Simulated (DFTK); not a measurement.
# Ir (P6_3/mmc) in DFTK: notebook

Runs on Ir. Level: PBE. Tasks: single point.

All numbers are computed with DFTK 0.8.2; they aren't measurements. Logs are shortened: lines on timing, memory, paths and dates and some standing lists are left out, and cuts for length are marked.

## 1. Starting point

It takes space group P6_3/mmc (No. 194, hexagonal). Conventional cell: a = 2.751 Å, b = 2.751 Å, c = 4.462 Å, α = 90.00°, β = 90.00°, γ = 120.00°. Ir (site symmetry -6m2) is surrounded by 12 Ir at 2.74 to 2.75 Å.

This isn't the form of Ir at room conditions, which is fcc.

## 2. Single point, PBE

run.jl

```julia
using DFTK
using PseudoPotentialData
using Unitful, UnitfulAtomic
using LinearAlgebra, Printf
include("save.jl")
disable_threading()

# lattice vectors are the columns
lattice = austrip(1u"Å") * [  2.7513778946  -1.3756889473            0.0;
                      0.0   2.3827631521            0.0;
                      0.0            0.0        4.46229]
symbols   = [:Ir, :Ir]
positions = [[0.3333333333, 0.6666666667, 0.25],
             [0.6666666667, 0.3333333333, 0.75]]
pseudopotentials = Dict(:Ir => "Ir.upf")
elements = Dict(s => ElementPsp(s, pseudopotentials; rcut=10.0) for s in unique(symbols))
atoms    = [elements[s] for s in symbols]

build_model(lattice, positions; symmetries=true) =
    model_DFT(lattice, atoms, positions;
              functionals=PBE(),
              temperature=austrip(0.05u"eV"),
              smearing=Smearing.FermiDirac(),
              symmetries)
Ecut  = 34.0  # hartree
kgrid = [11, 11, 6]
tol   = 1e-6
to_GPa = ustrip(uconvert(u"GPa", 1u"hartree/bohr^3"))

model = build_model(lattice, positions)
basis = PlaneWaveBasis(model; Ecut, kgrid)
display(basis)
scfres = self_consistent_field(basis;
                               tol,
                               nbandsalg=AdaptiveBands(model; n_bands_converge=22))
display(scfres.energies)
@printf "Fermi level: %.6f eV\n" ustrip(auconvert(u"eV", something(scfres.εF, NaN)))
forces = compute_forces_cart(scfres)
println("Forces (eV/Å)")
for (s, f) in zip(symbols, forces)
    @printf "%-3s %12.6f %12.6f %12.6f\n" s ustrip.(auconvert.(u"eV/Å", f))...
end
stress = compute_stresses_cart(scfres)
println("Stress (GPa)")
display(round.(stress * to_GPa; digits=4))
println("Levels at the first k-point (eV): ", round.(ustrip.(auconvert.(u"eV", scfres.eigenvalues[1][1:scfres.n_bands_converge])); digits=4))
save_scf!(scfres; forces, stress)
```

Potentials or basis: in-house norm-conserving set (PBE, scalar relativistic).

On the command line:

```bash
$ julia --threads=1 run.jl  # save.jl only writes the numbers to a file and isn't shown; printed stress counts tension as positive; times include loading and compiling
```

What it wrote:

```text
[... set-up lines left out ...]
n     Energy            log10(ΔE)   log10(Δρ)   Diag   Δtime
---   ---------------   ---------   ---------   ----   ------
  1   -264.0077461856                   -1.08    5.5    6.98s
  2   -264.0126701321       -2.31       -1.46    1.0    3.35s
  3   -264.0141230855       -2.84       -2.26    4.4    4.73s
  4   -264.0141364778       -4.87       -2.61    3.4    5.83s
  5   -264.0141417517       -5.28       -3.20    2.0    4.40s
  6   -264.0141421107       -6.44       -4.16    2.7    4.86s
  7   -264.0141421200       -8.03       -4.77    3.4    5.42s
  8   -264.0141421203       -9.62       -5.69    2.9    4.98s
  9   -264.0141421203      -11.22       -5.99    4.6    5.38s
 10   -264.0141421203      -11.68       -6.45    1.8    3.83s
Energy breakdown (in Ha):
    Kinetic             64.0960286
    AtomicLocal         -120.7229032
    AtomicNonlocal      11.9892898
    Ewald               -180.6054618
    PspCorrection       9.7534043
    Hartree             29.9475349
    Xc                  -78.4710976
    Entropy             -0.0009371

    total               -264.014142120289
Fermi level: 17.170138 eV
Forces (eV/Å)
Ir      0.000002     0.000001    -0.000000
Ir     -0.000000     0.000002     0.000000
Stress (GPa)
3×3 StaticArraysCore.SMatrix{3, 3, Float64, 9} with indices SOneTo(3)×SOneTo(3):
  1.0755  -0.0     -0.0
  0.0      1.0755  -0.0
 -0.0      0.0      1.496
Levels at the first k-point (eV): [-75.7323, -75.674, -32.9055, -32.2802, -32.2802, -32.1902, -32.1763, -32.1763, 6.2968, 9.3288, 13.4174, 13.5196, 13.5196, 14.1454, 14.1454, 14.907, 14.907, 16.4327, 17.4437, 17.4437, 23.9632, 30.9073]
```

Run time: 98 s. Hardware: 1 thread of AMD EPYC 9R45 (Zen 5), shared host; peak memory 2 GiB.

Results:

| Quantity | Value |
| --- | --- |
| Free energy | -7184.1908 eV |
| Pressure | -1.2 GPa |
| Band gap on the k mesh | none (metal or under the smearing width) |

The run has no spin-orbit coupling, so splittings on Ir are missing.

## 3. Single point, PBE

Edit run.jl of step 2 so:

```diff
@@ -14,4 +14,4 @@
              [0.6666666667, 0.3333333333, 0.75]]
-pseudopotentials = Dict(:Ir => "Ir.upf")
-elements = Dict(s => ElementPsp(s, pseudopotentials; rcut=10.0) for s in unique(symbols))
+pseudopotentials = PseudoFamily("cp2k.nc.sr.pbe.v0_1.largecore.gth")
+elements = Dict(s => ElementPsp(s, pseudopotentials) for s in unique(symbols))
 atoms    = [elements[s] for s in symbols]
@@ -24,3 +24,3 @@
               symmetries)
-Ecut  = 34.0  # hartree
+Ecut  = 38.0  # hartree
 kgrid = [11, 11, 6]
@@ -34,3 +34,3 @@
                                tol,
-                               nbandsalg=AdaptiveBands(model; n_bands_converge=22))
+                               nbandsalg=AdaptiveBands(model; n_bands_converge=14))
 display(scfres.energies)
```

Potentials or basis: cp2k.nc.sr.pbe.v0_1.largecore.gth (PBE, GTH, large core).

On the command line:

```bash
$ julia --threads=1 run.jl  # save.jl only writes the numbers to a file and isn't shown; printed stress counts tension as positive; times include loading and compiling
```

What it wrote:

```text
PlaneWaveBasis discretization:

    Ecut                 : 38.0 Ha
    fft_size             : (32, 32, 50), 51200 total points
    kgrid                : MonkhorstPack([11, 11, 6])
    num.   red. kpoints  : 726
    num. irred. kpoints  : 64

    Discretized Model(gga_x_pbe+gga_c_pbe, 3D):
        lattice (in Bohr)    : [5.19935   , -2.59968  , 0         ]
                               [0         , 4.50277   , 0         ]
                               [0         , 0         , 8.43251   ]
        unit cell volume     : 197.42 Bohr³

        atoms                : Ir₂
        pseudopot. family    : PseudoFamily("cp2k.nc.sr.pbe.v0_1.largecore.gth")

        num. electrons       : 18
        spin polarization    : none
        temperature          : 0.0018375 Ha
        smearing             : DFTK.Smearing.FermiDirac()

        terms                : Kinetic()
                               AtomicLocal()
                               AtomicNonlocal()
                               Ewald(nothing)
                               PspCorrection()
                               Hartree()
                               Xc(gga_x_pbe, gga_c_pbe)
                               Entropy()
n     Energy            log10(ΔE)   log10(Δρ)   Diag   Δtime
---   ---------------   ---------   ---------   ----   ------
  1   -40.20811732676                   -0.12    5.5    6.33s
  2   -40.38966574849       -0.74       -0.43    2.1    3.43s
  3   -40.44434076556       -1.26       -0.96    3.8    4.11s
  4   -40.44703938252       -2.57       -1.45    2.0    3.19s
  5   -40.44737681402       -3.47       -2.14    1.4    2.63s
  6   -40.44739554204       -4.73       -2.64    1.9    2.76s
  7   -40.44739857241       -5.52       -3.16    2.5    3.12s
  8   -40.44739875512       -6.74       -4.33    2.0    2.79s
  9   -40.44739876738       -7.91       -4.71    4.2    4.13s
 10   -40.44739876743      -10.28       -5.17    1.6    2.48s
 11   -40.44739876744      -10.88       -5.78    2.1    2.57s
 12   -40.44739876745      -11.80       -6.23    2.9    3.07s
Energy breakdown (in Ha):
    Kinetic             30.8679386
    AtomicLocal         0.5885019
    AtomicNonlocal      -30.9377096
    Ewald               -50.6195239
    PspCorrection       15.2668922
    Hartree             2.0184696
    Xc                  -7.6310182
    Entropy             -0.0009493

    total               -40.447398767446
Fermi level: -4.035235 eV
Forces (eV/Å)
Ir      0.000000     0.000000    -0.000000
Ir     -0.000000     0.000000     0.000000
Stress (GPa)
3×3 StaticArraysCore.SMatrix{3, 3, Float64, 9} with indices SOneTo(3)×SOneTo(3):
 -14.0015    0.0       0.0
   0.0     -14.0015   -0.0
   0.0       0.0     -14.357
Levels at the first k-point (eV): [-15.0464, -11.8994, -7.8175, -7.7238, -7.7238, -7.0986, -7.0986, -6.3379, -6.3379, -4.9026, -3.7618, -3.7618, 2.936, 11.9397]
```

It took 59 s on 1 thread of AMD EPYC 9R45 (Zen 5), shared host; peak memory 1.9 GiB.

Results:

* Free energy: -1100.6298 eV
* Pressure: 14.1 GPa
* Band gap on the k mesh: none (metal or under the smearing width)

Stress tensor (GPa, compression positive):
```
14.00  0.00  0.00
 0.00 14.00  0.00
 0.00  0.00 14.36
```

Levels at points of the mesh, in eV from the Fermi level:
```csv
k point,band 7,band 8,band 9,band 10,band 11,band 12
"(0.00, 0.00, 0.00)",-3.06,-2.30,-2.30,-0.87,0.27,0.27
"(0.00, 0.00, -0.50)",-3.81,-3.81,-0.47,-0.47,-0.47,-0.47
```

Caveat: GTH potentials come without recommended cutoffs, and this one wasn't checked for convergence; this set keeps more shells in the core, which shifts pressures and gaps.

## 4. Single point, PBE

Edit run.jl of step 3 so:

```diff
@@ -14,3 +14,3 @@
              [0.6666666667, 0.3333333333, 0.75]]
-pseudopotentials = PseudoFamily("cp2k.nc.sr.pbe.v0_1.largecore.gth")
+pseudopotentials = PseudoFamily("cp2k.nc.sr.pbe.v0_1.semicore.gth")
 elements = Dict(s => ElementPsp(s, pseudopotentials) for s in unique(symbols))
@@ -24,3 +24,3 @@
               symmetries)
-Ecut  = 38.0  # hartree
+Ecut  = 58.0  # hartree
 kgrid = [11, 11, 6]
@@ -34,3 +34,3 @@
                                tol,
-                               nbandsalg=AdaptiveBands(model; n_bands_converge=14))
+                               nbandsalg=AdaptiveBands(model; n_bands_converge=22))
 display(scfres.energies)
```

Potentials or basis: cp2k.nc.sr.pbe.v0_1.semicore.gth (PBE, GTH).

On the command line:

```bash
$ julia --threads=1 run.jl  # save.jl only writes the numbers to a file and isn't shown; printed stress counts tension as positive; times include loading and compiling
```

What it wrote:

```text
PlaneWaveBasis discretization:

    Ecut                 : 58.0 Ha
    fft_size             : (40, 40, 60), 96000 total points
    kgrid                : MonkhorstPack([11, 11, 6])
    num.   red. kpoints  : 726
    num. irred. kpoints  : 64

    Discretized Model(gga_x_pbe+gga_c_pbe, 3D):
        lattice (in Bohr)    : [5.19935   , -2.59968  , 0         ]
                               [0         , 4.50277   , 0         ]
                               [0         , 0         , 8.43251   ]
        unit cell volume     : 197.42 Bohr³

        atoms                : Ir₂
        pseudopot. family    : PseudoFamily("cp2k.nc.sr.pbe.v0_1.semicore.gth")

        num. electrons       : 34
        spin polarization    : none
        temperature          : 0.0018375 Ha
        smearing             : DFTK.Smearing.FermiDirac()

        terms                : Kinetic()
                               AtomicLocal()
                               AtomicNonlocal()
                               Ewald(nothing)
                               PspCorrection()
                               Hartree()
                               Xc(gga_x_pbe, gga_c_pbe)
                               Entropy()
n     Energy            log10(ΔE)   log10(Δρ)   Diag   Δtime
---   ---------------   ---------   ---------   ----   ------
  1   -201.7883734461                    0.58    4.5    13.5s
  2   -206.3752350389        0.66        0.44    3.0    9.21s
  3   -209.3628879246        0.48        0.25    4.5    12.2s
  4   -210.9146862280        0.19       -0.45    5.0    13.0s
  5   -210.9577093990       -1.37       -1.22    3.3    11.2s
  6   -210.9589187389       -2.92       -2.23    1.8    8.62s
  7   -210.9589360985       -4.76       -2.70    2.5    9.46s
  8   -210.9589370318       -6.03       -3.39    2.1    8.62s
  9   -210.9589371089       -7.11       -3.43    3.2    10.8s
 10   -210.9589371812       -7.14       -4.00    1.0    7.93s
 11   -210.9589371829       -8.78       -4.51    1.9    8.93s
 12   -210.9589371833       -9.40       -4.93    1.9    8.80s
 13   -210.9589371834       -9.88       -5.71    1.9    8.90s
 14   -210.9589371834      -10.90       -6.25    3.0    10.3s
Energy breakdown (in Ha):
    Kinetic             66.4938884
    AtomicLocal         -99.0885005
    AtomicNonlocal      -20.0715152
    Ewald               -180.6054618
    PspCorrection       14.1643237
    Hartree             29.3645186
    Xc                  -21.2152663
    Entropy             -0.0009242

    total               -210.958937183414
Fermi level: 13.748058 eV
Forces (eV/Å)
Ir      0.000002     0.000001    -0.000000
Ir     -0.000000     0.000002     0.000000
Stress (GPa)
3×3 StaticArraysCore.SMatrix{3, 3, Float64, 9} with indices SOneTo(3)×SOneTo(3):
  5.3079   0.0     -0.0
  0.0      5.3079  -0.0
 -0.0     -0.0      5.8607
Levels at the first k-point (eV): [-79.0154, -78.958, -37.5761, -36.97, -36.97, -36.8835, -36.8686, -36.8686, 2.8693, 5.9038, 10.001, 10.103, 10.103, 10.7289, 10.7289, 11.4899, 11.4899, 12.8973, 14.0247, 14.0247, 20.5164, 27.2539]
```

It took 2.9 min on 1 thread of AMD EPYC 9R45 (Zen 5), shared host; peak memory 2.8 GiB.

The run converged, but some of its settings lie outside the range that counts as converged, so its numbers aren't taken as properties of the crystal.

What came out:

* Free energy: -5740.4851 eV
* Band gap on the k mesh: none (metal or under the smearing width)

Caveat: the cutoff is short for these potentials, so energies and forces aren't converged, fitted volumes are rough and the log's stress (off by 3 to 10 GPa or more in trials) isn't used.
